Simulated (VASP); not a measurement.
Runs of VASP 6.6.1 on BaTiO3. Symmetry: P4mm, No. 99, tetragonal system. Conventional cell: a = 4.000 Å, b = 4.000 Å, c = 4.018 Å, α = 90.00°, β = 90.00°, γ = 90.00°. Ba (site symmetry 4mm) has 12 O at 2.79 to 2.88 Å as nearest neighbours. Ti (site symmetry 4mm) has 6 O at 1.89 to 2.13 Å as nearest neighbours. O (site symmetry 4mm) is surrounded by 2 Ti at 1.89 to 2.13 Å. Around O (site symmetry 2mm) lie 2 Ti at 2.00 Å. 

```csv
task,cell,gap on the mesh (eV),pressure (GPa),largest force (eV/Å)
relaxation of shape and atoms at fixed volume,atoms relaxed at fixed volume from: a relaxed cell with its volume scaled by 1.04,1.72,-5.0,0.01
relaxation of cell and atoms,relaxed,(b),0.0,0.01
relaxation of shape and atoms at fixed volume,atoms relaxed at fixed volume from: a relaxed cell with its volume scaled by 0.94,1.83,12.4,0.01
relaxation of shape and atoms at fixed volume,atoms relaxed at fixed volume from: a relaxed cell with its volume scaled by 1.06,1.72,-6.6,-
relaxation of shape and atoms at fixed volume,atoms relaxed at fixed volume from: a relaxed cell with its volume scaled by 1.02,(a),-2.8,0.01
relaxation of shape and atoms at fixed volume,atoms relaxed at fixed volume from: a relaxed cell with its volume scaled by 0.98,1.77,3.4,0.01
relaxation of shape and atoms at fixed volume,atoms relaxed at fixed volume from: a relaxed cell with its volume scaled by 0.96,1.79,7.4,0.01
```

Alike in all rows: level LDA; potentials or basis VASP PAW LDA potentials, release 64 (Ba_sv, Ti_sv, O); no spin polarisation; k mesh 8 × 8 × 8; cutoff (eV) 600; smearing gaussian 0.03 eV.

Question: Estimate the missing entries.

Answer: (a) 1.74; (b) 1.75.

Caveats: spin-orbit coupling is left out, which moves the levels of the heavy elements.

A k mesh can miss the band edges, and the runs leave out spin-orbit coupling on Ba.

Runs at the PBE level aren't shown here.
